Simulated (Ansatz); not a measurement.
LiF (Fm-3m) at 2 levels of theory

One geometry, relaxed with PBE; plane waves with PAW potentials in Ansatz, scalar-relativistic. No spin polarisation. Gaps are the least over mesh and band path; pressure is positive in compression.

```cif
data_structure
_symmetry_space_group_name_H-M 'P 1'
_symmetry_Int_Tables_number 1
_cell_length_a 2.8768
_cell_length_b 2.8768
_cell_length_c 2.8768
_cell_angle_alpha 60.000
_cell_angle_beta 60.000
_cell_angle_gamma 60.000
_cell_volume 16.84
loop_
_atom_site_label
_atom_site_type_symbol
_atom_site_fract_x
_atom_site_fract_y
_atom_site_fract_z
_atom_site_occupancy
Li1 Li 0.50000 0.50000 0.50000 1
F1 F 0.00000 0.00000 0.00000 1
```

| level | cutoff (eV) | k mesh | gap (eV) | pressure (GPa) |
| --- | --- | --- | --- | --- |
| PBE | 420 | 10×10×10 | 8.83 | 0.0 |

Problem. What comes out on the same cell with r2SCAN?

Solution.
```tsv
level	cutoff (eV)	k mesh	gap (eV)	pressure (GPa)
r2SCAN	500	10×10×10	9.79	-4.0
```

The cell was reached from a generator's guess, though it ends in a space group that the Crystallography Open Database lists for this formula.
